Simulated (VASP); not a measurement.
# Rb (Fm-3m) in VASP: reference runs

Aim: a first look at Rb with PBE, on the cell as given and on a disturbed one.

All numbers are computed with VASP 6.6.1; they aren't measurements. Logs are shortened: lines on timing, memory, paths and dates and some standing lists are left out, and cuts for length are marked.

### 1 The structure

Symmetry: Fm-3m, No. 225, cubic system. The conventional cell has a = 7.280 Å, b = 7.280 Å, c = 7.280 Å, α = 90.00°, β = 90.00°, γ = 90.00°.

This isn't the form of Rb at room conditions, which is bcc.

### 2 Single point, PBE

INCAR

```
SYSTEM = Rb
PREC     = Accurate       ! precision mode
ENCUT    = 520            ! plane-wave cutoff, eV
EDIFF    = 1E-7           ! SCF threshold, eV
ISMEAR   = -1             ! smearing method
SIGMA    = 0.05           ! smearing width, eV
LREAL    = .False.        ! projectors in reciprocal space
LASPH    = .True.         ! aspherical terms in the spheres
NELM     = 60             ! most SCF steps
ALGO     = Normal         ! electronic algorithm
ISIF     = 2              ! what is computed and relaxed
LWAVE    = .False.        ! write WAVECAR
LCHARG   = .True.         ! write CHGCAR
GGA      = PE             ! functional
LELF     = .True.         ! ELF
LVHAR    = .True.       
NBANDS   = 10             ! bands
```

KPOINTS

```
regular mesh
0
Gamma
  6 6 6
  0 0 0
```

POSCAR

```
Rb
1.0
    0.0000000000      3.6398846700      3.6398846700
    3.6398846700      0.0000000000      3.6398846700
    3.6398846700      3.6398846700      0.0000000000
Rb
1
Direct
    0.0000000000      0.0000000000      0.0000000000
```

Potentials or basis: VASP PAW PBE potentials, release 64 (Rb_sv).

Started as:

```
$ cat potpaw_PBE.64/Rb_sv/POTCAR > POTCAR
$ mpirun -np 1 vasp_std > vasp.out
```

OUTCAR:

```text
SYSTEM = Rb
   PREC = Accurate
   ENCUT = 520
   EDIFF = 1E-7
   ISMEAR = -1
   LREAL = .False.
   LASPH = .True.
   NELM = 60
   ISIF = 2
   GGA = PE

 ion  position               nearest neighbor table
   1  0.000  0.000  0.000-

  LATTYP: Found a face centered cubic cell.
 ALAT       =     7.2797693400

  Lattice vectors:

 A1 = (   0.0000000000,   3.6398846700,   3.6398846700)
 A2 = (   3.6398846700,   0.0000000000,   3.6398846700)
 A3 = (   3.6398846700,   3.6398846700,   0.0000000000)

Analysis of symmetry for initial positions (statically):
=====================================================================
 Subroutine PRICEL returns:
 Original cell was already a primitive cell.

 Routine SETGRP: Setting up the symmetry group for a
 face centered cubic supercell.

 Subroutine GETGRP returns: Found 48 space group operations
 (whereof 48 operations were pure point group operations)
 out of a pool of 48 trial point group operations.

The static configuration has the point symmetry O_h .

Analysis of symmetry for dynamics (positions and initial velocities):
=====================================================================
 Subroutine PRICEL returns:
 Original cell was already a primitive cell.

 Routine SETGRP: Setting up the symmetry group for a
 face centered cubic supercell.

 Subroutine GETGRP returns: Found 48 space group operations
 (whereof 48 operations were pure point group operations)
 out of a pool of 48 trial point group operations.

The dynamic configuration has the point symmetry O_h .

 Subroutine INISYM returns: Found 48 space group operations
 (whereof 48 operations are pure point group operations),
 and found     1 'primitive' translations

----------------------------------------------------------------------------------------

                                     Primitive cell

  volume of cell :      96.4479

  direct lattice vectors                    reciprocal lattice vectors
     0.000000000  3.639884670  3.639884670    -0.137366990  0.137366990  0.137366990
     3.639884670  0.000000000  3.639884670     0.137366990 -0.137366990  0.137366990
     3.639884670  3.639884670  0.000000000     0.137366990  0.137366990 -0.137366990

  length of vectors
     5.147574266  5.147574266  5.147574266     0.237926605  0.237926605  0.237926605

  position of ions in fractional coordinates (direct lattice)
     0.000000000  0.000000000  0.000000000

  ion indices of the primitive-cell ions
   primitive index   ion index
                 1           1

----------------------------------------------------------------------------------------

 KPOINTS: regular mesh

Automatic generation of k-mesh.
 Grid dimensions read from file:
 generate k-points for:    6    6    6

 Generating k-lattice:

  Cartesian coordinates                     Fractional coordinates (reciprocal lattice)
    -0.022894498  0.022894498  0.022894498     0.166666667  0.000000000  0.000000000
     0.022894498 -0.022894498  0.022894498     0.000000000  0.166666667  0.000000000
     0.022894498  0.022894498 -0.022894498     0.000000000  0.000000000  0.166666667

  Length of vectors
     0.039654434  0.039654434  0.039654434

  Shift w.r.t. Gamma in fractional coordinates (k-lattice)
     0.000000000  0.000000000  0.000000000

 Subroutine IBZKPT returns following result:
 ===========================================

 Found     16 irreducible k-points:

 Following reciprocal coordinates:
            Coordinates               Weight
  0.000000  0.000000  0.000000      1.000000
  0.166667  0.000000  0.000000      8.000000
  0.333333  0.000000  0.000000      8.000000
  0.500000  0.000000  0.000000      4.000000
  0.166667  0.166667  0.000000      6.000000
  0.333333  0.166667  0.000000     24.000000
[... 8 lines left out ...]
 -0.333333  0.333333  0.166667     24.000000
 -0.333333  0.500000  0.166667     12.000000
   k-points           NKPTS =     16   k-points in BZ     NKDIM =     16   number of bands    NBANDS=     10
   number of dos      NEDOS =    301   number of ions     NIONS =      1
   total plane-waves  NPLWV =  64000
   dimension x,y,z NGX =    40 NGY =   40 NGZ =   40
   dimension x,y,z NGXF=    80 NGYF=   80 NGZF=   80
   ions per type =               1
   NGX,Y,Z   is equivalent  to a cutoff of  12.92, 12.92, 12.92 a.u.
   NGXF,Y,Z  is equivalent  to a cutoff of  25.84, 25.84, 25.84 a.u.
 SYSTEM =  Rb
   PREC   = accura    normal or accurate (medium, high low for compatibility)
   ISTART =      0    job   : 0-new  1-cont  2-samecut
   ICHARG =      2    charge: 1-file 2-atom 10-const
   ISPIN  =      1    spin polarized calculation?
   LNONCOLLINEAR =      F non collinear calculations
   LSORBIT =      F    spin-orbit coupling
   LASPH  =      T    aspherical Exc in radial PAW
   ENCUT  =  520.0 eV  38.22 Ry    6.18 a.u.   9.57  9.57  9.57*2*pi/ulx,y,z
   NELM   =     60;   NELMIN=  2; NELMDL= -5     # of ELM steps
   EDIFF  = 0.1E-06   stopping-criterion for ELM
   LREAL  =      F    real-space projection
   EDIFFG = 0.1E-05   stopping-criterion for IOM
   NSW    =      0    number of steps for IOM
   IBRION =     -1    ionic relax: 0-MD 1-quasi-New 2-CG
   NFREE  =      0    steps in history (QN), initial steepest desc. (CG)
   ISIF   =      2    stress and relaxation
   ISYM   =      2    0-nonsym 1-usesym 2-fastsym
   POTIM  = 0.5000    time-step for ionic-motion
   TEBEG  =    0.0;   TEEND  =   0.0 temperature during run
   PSTRESS=    0.0 pullay stress
   NELECT =       9.0000    total number of electrons
   NUPDOWN=      -1.0000    fix difference up-down
   EMIN   =  10.00;   EMAX   =-10.00  energy-range for DOS
   EFERMI =   0.00;   METHOD = LEGACY
   ISMEAR =    -1;   SIGMA  =   0.05  broadening in eV -4-tet -1-fermi 0-gaus
   EFERMI_NEDOS =   21; number of points for ismear=-14 and -15
   IALGO  =     38    algorithm
   IMIX   =      4    mixing-type and parameters
     AMIX     =   0.40;   BMIX     =  1.00
     AMIX_MAG =   1.60;   BMIX_MAG =  1.00
  volume/ion in A,a.u.               =      96.45       650.86
  Fermi-wavevector in a.u.,A,eV,Ry     =   0.742548  1.403213  7.501953  0.551378
  Thomas-Fermi vector in A             =   1.837453
   LORBIT       =      0    0 simple, 1 ext, 2 COOP (PROOUT), +10 PAW based schemes
   GGA     = PE    functional components
   LHFCALC =     F    Hartree Fock is set to
   AEXX    =    0.0000 exact exchange contribution
   IVDW    =     0    specifies the selected vdW correction
   LEPSILON=     F    determine dielectric tensor
   LRPA    =     F    only Hartree local field effects (RPA)
 non-spin polarized calculation
  energy-cutoff  :      520.00
  volume of cell :       96.45
 maximum number of plane-waves:      2637
 NGX is ok and might be reduce to    40
   NGX = 19   NGY = 19   NGZ = 19

 number of electron       9.0000000 magnetization

 Free energy of the ion-electron system (eV)
  ---------------------------------------------------
  ext. energy  EPLUGINS =         0.00000000
  ---------------------------------------------------
  free energy    TOTEN  =        -0.93087775 eV

  energy without entropy =       -0.92252837  energy(sigma->0) =       -0.92670306

 E-fermi :  -0.1727     XC(G=0):  -5.3284

 val. band max:       -0.2450537252   @ k =   0.5000   0.3333   0.1667
 cond. band min:       0.0271684527   @ k =   0.5000   0.0000   0.0000
 fundamental gap:      0.2722221779
 Fermi energy:        -0.1726714931

 k-point     1 :       0.0000    0.0000    0.0000
  band No.  band energies     occupation
      1     -29.0448      2.00000
      2     -13.0931      2.00000
      3     -13.0931      2.00000
      4     -13.0931      2.00000
      5      -2.0114      2.00000
      6       3.4265      0.00000
      7       3.4265      0.00000
      8       3.4265      0.00000
      9       4.7056      0.00000
     10       4.7056      0.00000

 k-point     2 :       0.1667    0.0000    0.0000
  band No.  band energies     occupation
      1     -29.0440      2.00000
      2     -13.1126      2.00000
      3     -13.0958      2.00000
      4     -13.0958      2.00000
      5      -1.7209      2.00000
      6       2.7261      0.00000
      7       3.5134      0.00000
      8       3.5134      0.00000
      9       4.4805      0.00000
     10       4.4805      0.00000

 k-point     3 :       0.3333    0.0000    0.0000
  band No.  band energies     occupation
      1     -29.0426      2.00000
      2     -13.1508      2.00000
      3     -13.1012      2.00000
      4     -13.1012      2.00000
      5      -0.9159      2.00000
      6       1.5535      0.00000
      7       3.3674      0.00000
      8       3.3674      0.00000
      9       4.8508      0.00000
     10       4.8508      0.00000

 k-point     4 :       0.5000    0.0000    0.0000
  band No.  band energies     occupation
      1     -29.0419      2.00000
      2     -13.1696      2.00000
      3     -13.1038      2.00000
      4     -13.1038      2.00000
      5       0.0272      0.03609
      6       0.5096      0.00000
      7       3.2246      0.00000
      8       3.2246      0.00000
      9       5.2293      0.00000
     10       5.4466      0.00000
[... 118 lines left out ...]
 k-point    14 :       0.5000    0.3333    0.1667
  band No.  band energies     occupation
      1     -29.0417      2.00000
      2     -13.1502      2.00000
      3     -13.1243      2.00000
      4     -13.1104      2.00000
      5      -0.2451      1.61927
      6       1.7251      0.00000
      7       2.0218      0.00000
      8       3.3417      0.00000
      9       4.3476      0.00000
     10       5.0199      0.00000

 k-point    15 :      -0.3333    0.3333    0.1667
  band No.  band energies     occupation
      1     -29.0412      2.00000
      2     -13.1526      2.00000
      3     -13.1335      2.00000
      4     -13.1148      2.00000
      5       0.7920      0.00000
      6       0.8197      0.00000
      7       1.8862      0.00000
      8       2.9426      0.00000
      9       4.4351      0.00000
     10       5.2619      0.00000

 k-point    16 :      -0.3333    0.5000    0.1667
  band No.  band energies     occupation
      1     -29.0410      2.00000
      2     -13.1543      2.00000
      3     -13.1323      2.00000
      4     -13.1218      2.00000
      5       0.8768      0.00000
      6       1.2961      0.00000
      7       1.5310      0.00000
      8       2.6276      0.00000
      9       4.7293      0.00000
     10       5.2269      0.00000

------------------------ aborting loop because EDIFF is reached ----------------------------------------

  FORCE on cell =-STRESS in cart. coord.  units (eV):
  Direction    XX          YY          ZZ          XY          YZ          ZX
  --------------------------------------------------------------------------------------
  -------------------------------------------------------------------------------------
  Total       -0.0725740     -0.0725740     -0.0725740      0.0000000      0.0000000     -0.0000000
  in kB       -1.2055878     -1.2055878     -1.2055878      0.0000000      0.0000000     -0.0000000
  external PRESSURE =      -1.2055878 kB  Pullay stress =       0.0000000 kB

 VOLUME and BASIS-vectors are now :
 -----------------------------------------------------------------------------
  energy-cutoff  :      520.00
  volume of cell :       96.45
      direct lattice vectors                 reciprocal lattice vectors
     0.000000000  3.639884670  3.639884670    -0.137366990  0.137366990  0.137366990
     3.639884670  0.000000000  3.639884670     0.137366990 -0.137366990  0.137366990
     3.639884670  3.639884670  0.000000000     0.137366990  0.137366990 -0.137366990

 POSITION                                       TOTAL-FORCE (eV/Angst)
 -----------------------------------------------------------------------------------
      0.00000      0.00000      0.00000         0.000000      0.000000      0.000000
 -----------------------------------------------------------------------------------
    total drift:                               -0.000000     -0.000000     -0.000000

  FREE ENERGIE OF THE ION-ELECTRON SYSTEM (eV)
  ---------------------------------------------------
  free  energy   TOTEN  =        -0.9308777518 eV

  energy  without entropy=       -0.9225283698  energy(sigma->0) =       -0.92670306
```

Wall time 26 s (1 thread of AMD EPYC 7R13 (Zen 3), shared host); peak memory 0.19 GiB.

Results:

- Free energy: -0.9309 eV
- Pressure: -0.1 GPa
- Band gap on the k mesh: none (metal or under the smearing width)

### 3 Single point, PBE (cell strained at random at fixed volume)

INCAR

```
PREC     = Accurate       # precision mode
ENCUT    = 520            # plane-wave cutoff, eV
EDIFF    = 1E-7           # SCF threshold, eV
ISMEAR   = -1             # smearing method
SIGMA    = 0.05           # smearing width, eV
LREAL    = False          # projectors in reciprocal space
LASPH    = True           # aspherical terms in the spheres
NELM     = 60             # most SCF steps
ALGO     = Normal         # electronic algorithm
ISIF     = 2              # what is computed and relaxed
LWAVE    = False          # write WAVECAR
LCHARG   = False          # write CHGCAR
GGA      = PE             # functional
NBANDS   = 10             # bands
```

KPOINTS

```
regular mesh
0
Gamma
  6 6 6
```

POSCAR

```
Rb
1.0
   -0.0336890000      3.6804130000      3.6193510000
    3.5920670000     -0.0140660000      3.5997280000
    3.6034680000      3.6721910000     -0.0254670000
Rb
1
Direct
    0.0042250000      0.0048160000     -0.0086020000
```

Potentials or basis: VASP PAW PBE potentials, release 64 (Rb_sv).

Started as:

```
$ cat potpaw_PBE.64/Rb_sv/POTCAR > POTCAR
$ mpirun -np 1 vasp_std > vasp.out
```

OUTCAR:

```text
PREC = Accurate
   ENCUT = 520
   EDIFF = 1E-7
   ISMEAR = -1
   LREAL = False
   LASPH = True
   NELM = 60
   ISIF = 2
   GGA = PE

 ion  position               nearest neighbor table
   1  0.004  0.005  0.991-

  LATTYP: Found a triclinic cell.
 ALAT       =     5.1701701559
 B/A-ratio  =     0.9836019315
 C/A-ratio  =     0.9959330470
 COS(alpha) =     0.0021128617
 COS(beta)  =     0.4967455896
 COS(gamma) =     0.4967461822

  Lattice vectors:

 A1 = (  -0.0114010000,  -3.6862570000,   3.6251950000)
 A2 = (   3.5920670000,  -0.0140660000,   3.5997280000)
 A3 = (  -3.6371570000,   0.0082220000,   3.6448180000)

Analysis of symmetry for initial positions (statically):
=====================================================================
 Subroutine PRICEL returns:
 Original cell was already a primitive cell.

 Routine SETGRP: Setting up the symmetry group for a
 triclinic supercell.

 Subroutine GETGRP returns: Found  2 space group operations
 (whereof  1 operations were pure point group operations)
 out of a pool of  2 trial point group operations.

The static configuration has the point symmetry C_1 .
 The point group associated with its full space group is S_2 .

Analysis of symmetry for dynamics (positions and initial velocities):
=====================================================================
 Subroutine PRICEL returns:
 Original cell was already a primitive cell.

 Routine SETGRP: Setting up the symmetry group for a
 triclinic supercell.

 Subroutine GETGRP returns: Found  2 space group operations
 (whereof  1 operations were pure point group operations)
 out of a pool of  2 trial point group operations.

The dynamic configuration has the point symmetry C_1 .
 The point group associated with its full space group is S_2 .

 Subroutine INISYM returns: Found  2 space group operations
[... 143 lines left out ...]
  Fermi-wavevector in a.u.,A,eV,Ry     =   0.742548  1.403213  7.501953  0.551378
  Thomas-Fermi vector in A             =   1.837453
   LORBIT       =      0    0 simple, 1 ext, 2 COOP (PROOUT), +10 PAW based schemes
   GGA     = PE    functional components
   LHFCALC =     F    Hartree Fock is set to
   AEXX    =    0.0000 exact exchange contribution
   IVDW    =     0    specifies the selected vdW correction
   LEPSILON=     F    determine dielectric tensor
   LRPA    =     F    only Hartree local field effects (RPA)
 non-spin polarized calculation
  energy-cutoff  :      520.00
  volume of cell :       96.45
 maximum number of plane-waves:      2647
 NGX is ok and might be reduce to    40
   NGX = 19   NGY = 19   NGZ = 19

 number of electron       9.0000000 magnetization

 Free energy of the ion-electron system (eV)
  ---------------------------------------------------
  ext. energy  EPLUGINS =         0.00000000
  ---------------------------------------------------
  free energy    TOTEN  =        -0.93073009 eV

  energy without entropy =       -0.92241952  energy(sigma->0) =       -0.92657481

 E-fermi :  -0.1701     XC(G=0):  -5.3284

 val. band max:       -0.2076807843   @ k =   0.1667   0.5000   0.3333
 cond. band min:      -0.0030388570   @ k =   0.5000  -0.0000   0.1667
 fundamental gap:      0.2046419273
 Fermi energy:        -0.1701241121

 k-point     1 :       0.0000    0.0000    0.0000
  band No.  band energies     occupation
      1     -29.0449      2.00000
      2     -13.0936      2.00000
      3     -13.0934      2.00000
      4     -13.0928      2.00000
      5      -2.0114      2.00000
      6       3.3800      0.00000
      7       3.4076      0.00000
      8       3.4941      0.00000
      9       4.6397      0.00000
     10       4.7688      0.00000
[... 495 lines left out ...]
 k-point    40 :       0.1667    0.5000    0.1667
  band No.  band energies     occupation
      1     -29.0420      2.00000
      2     -13.1581      2.00000
      3     -13.1180      2.00000
      4     -13.1031      2.00000
      5      -0.3042      1.87193
      6       1.2586      0.00000
      7       2.4963      0.00000
      8       3.4633      0.00000
      9       4.6965      0.00000
     10       4.9077      0.00000

 [... further k-points ...]

------------------------ aborting loop because EDIFF is reached ----------------------------------------

  FORCE on cell =-STRESS in cart. coord.  units (eV):
  Direction    XX          YY          ZZ          XY          YZ          ZX
  --------------------------------------------------------------------------------------
  -------------------------------------------------------------------------------------
  Total       -0.0699287     -0.0779986     -0.0700870      0.0070045      0.0017543      0.0131631
  in kB       -1.1616448     -1.2957006     -1.1642732      0.1163582      0.0291424      0.2186628
  external PRESSURE =      -1.2072062 kB  Pullay stress =       0.0000000 kB

 VOLUME and BASIS-vectors are now :
 -----------------------------------------------------------------------------
  energy-cutoff  :      520.00
  volume of cell :       96.45
      direct lattice vectors                 reciprocal lattice vectors
    -0.033689000  3.680413000  3.619351000    -0.137053554  0.135440800  0.137291111
     3.592067000 -0.014066000  3.599728000     0.138776211 -0.135216573  0.138789541
     3.603468000  3.672191000 -0.025467000     0.137891985  0.136055004 -0.137066884

 POSITION                                       TOTAL-FORCE (eV/Angst)
 -----------------------------------------------------------------------------------
      3.58963      3.65608      0.00738         0.000000      0.000000     -0.000000
 -----------------------------------------------------------------------------------
    total drift:                               -0.000000     -0.000000     -0.000000

  FREE ENERGIE OF THE ION-ELECTRON SYSTEM (eV)
  ---------------------------------------------------
  free  energy   TOTEN  =        -0.9307300905 eV

  energy  without entropy=       -0.9224195203  energy(sigma->0) =       -0.92657481
```

Run time: 2.4 min. Hardware: 1 thread of AMD EPYC 7R13 (Zen 3), shared host; peak memory 0.25 GiB.

Results:

| Property | Result |
| --- | --- |
| Free energy | -0.9307 eV |
| Pressure | -0.1 GPa |
| Band gap on the k mesh | none (metal or under the smearing width) |
